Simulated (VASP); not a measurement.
The system is ZnS.

```xyz
2
Lattice="0.0000 2.7020 2.7020 2.7020 0.0000 2.7020 2.7020 2.7020 0.0000" Properties=species:S:1:pos:R:3 pbc="T T T"
Zn    4.0530    4.0530    4.0530
S     0.0000    0.0000    0.0000
```

```yaml
Program: VASP 6.6.1
Task: relaxation of cell and atoms
Functional: PBE
Potentials_or_basis: VASP PAW PBE potentials, release 64 (Zn, S)
Cutoff: 600 eV
k_mesh: 9 × 9 × 9
Occupations: fermi-dirac, width 0.05 eV
Spin: no spin polarisation
```

At the start: pressure 1.8 GPa; volume 19.73 Å³/atom.

Task: Where does the relaxation end?

Result: Over 3 steps the energy falls by 2.6 meV/atom and the volume is 20.20 Å³/atom (+2.4 %); space group F-43m (No. 216, to 0.05 Å).

The path:
| step | energy change (eV) | largest force (eV/Å) | pressure (GPa) | volume (Å³) |
| --- | --- | --- | --- | --- |
| 1 | 0.0000 | 0.0000 | 1.78 | 39.45 |
| 2 | -0.0046 | 0.0000 | -0.52 | 40.71 |
| 3 | -0.0051 | 0.0000 | 0.03 | 40.40 |

Final structure:
```
Zn S
1.0
     0.00000    2.72353    2.72353
     2.72353    0.00000    2.72353
     2.72353    2.72353    0.00000
Zn S
1 1
Direct
  0.75000 0.75000 0.75000
  0.00000 0.00000 0.00000
```
